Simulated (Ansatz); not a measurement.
**Li2O: excitons and shallow donors from band masses and screening**

These are results of Ansatz, DFT r2SCAN, scalar-relativistic, plane waves, PAW, not measurements.

Settings: cutoff 500 eV, Γ-centred mesh 8×8×8 on the computed 3-atom cell, Gaussian smearing of 0.02 eV; no spin polarisation.

Relaxed cell: Fm-3m, a = 4.573 Å, b = 4.573 Å, c = 4.573 Å, α = 90.00°, β = 90.00°, γ = 90.00°, 3 atoms in the primitive cell.

The calculation gives a Kohn–Sham gap of 5.77 eV, an electron mass of 0.513 mₑ and a hole mass of 1.39 mₑ (harmonic means over x, y, z and over the bands degenerate at each edge), and ε∞ = 2.74 (independent particles, mean of the diagonal).

Estimate the binding energy and radius of a Wannier–Mott exciton and of a shallow donor, and say whether the hydrogenic model can hold.

The reduced mass is μ = mₙmₕ/(mₙ + mₕ) = 0.375 mₑ, with mₙ and mₕ the band masses. With E_b = 13.606 eV × μ/ε² and a = 0.529 Å × ε/μ (μ in mₑ) the exciton has E_b = 679 meV and a = 3.9 Å. For a donor μ is the electron mass: 931 meV and 2.8 Å. The radius isn't large against the shortest lattice vector (3.23 Å), so the continuum picture is doubtful and the numbers are only a scale. In a polar crystal the ions screen too, so a state bound more weakly than an optical phonon feels the larger static constant, which lowers the energy and widens the orbit. The other way, the small Kohn–Sham gap and the missing local fields make ε∞ too large and the masses tend to be too light, which underbinds. The edges lie at different points of the zone, so the exciton is indirect.

Cost: 4 runs of about 1.5 core-minutes in all, on Intel Xeon Processor @ 2.50GHz (Skylake/Cascade Lake) (shared hosts).